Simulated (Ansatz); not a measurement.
Two G0W0 runs on AlP (zincblende (110) film, 5 layers).

The cell holds 10 atoms: 5 Al and 5 P. Cell: a = 3.854 Å, b = 5.451 Å, c = 39.200 Å, α = 90.0°, β = 90.0°, γ = 90.0°. It derives from AlP. Vacuum lies along c.

```xyz
10
Lattice="3.8544 0.0000 0.0000 0.0000 5.4510 0.0000 0.0000 0.0000 39.2000" Properties=species:S:1:pos:R:3
Al    0.0000    0.2989   16.2115
P     1.9272    1.4051   15.5922
Al    1.9272    2.5988   17.6122
P     0.0000    3.9608   17.6868
Al    0.0000   -0.0988   19.6000
P     1.9272    1.2874   19.6000
Al    1.9272    2.5988   21.5878
P     0.0000    3.9608   21.5132
Al    0.0000    0.2989   22.9885
P     1.9272    1.4051   23.6078
```

The structure was relaxed with LDA (ions only). The runs that relaxed it are not among those shown.

The first (Ansatz 0.2.0; start LDA, 4×2×1 mesh, 661 empty bands, screening to 50 eV, PAW set soft_1 files; 8 threads of Arm Neoverse V1, shared host) gave, on its mesh: starting gap 0.94 eV, G0W0 gap 1.68 eV, mean of 1 + 4πα/V (set by the cell height) 2.63, 5.1 min.

The second changes empty bands from 661 to 277 and screening cutoff (eV) from 50.0 to 28. What does it give?

It gave: starting gap 0.94 eV, G0W0 gap 1.55 eV, mean of 1 + 4πα/V (set by the cell height) 2.65, 66 s. The G0W0 gap moves by −0.13 eV, +0.00 eV from the start and −0.13 eV from the correction. Σc changes by +0.29 eV at the valence top and +0.16 eV at the conduction bottom, and Σx − Vxc between them by +0.00 eV.

Limits: not at the basis limit; coarse mesh for a sheet.

[Paths, hosts, dates, memory and timing lines, banners, echoed tables and standing remarks are left out of the program output.]

[Logs are printed without paths, hosts, clocks, repeated set-up lines and the standing remarks that a program may print on its own settings, such as how far it seeks lower states.]

[Runs of the session that timed out or met a known fault of the program may be left out.]

[Cells called generated may have been cut or substituted from an entry of the Crystallography Open Database or the Materials Project.]

[Hosts, paths, dates, database ids (printed as entryN), source tags and the programs' standing remarks are cut or masked in the printed files.]
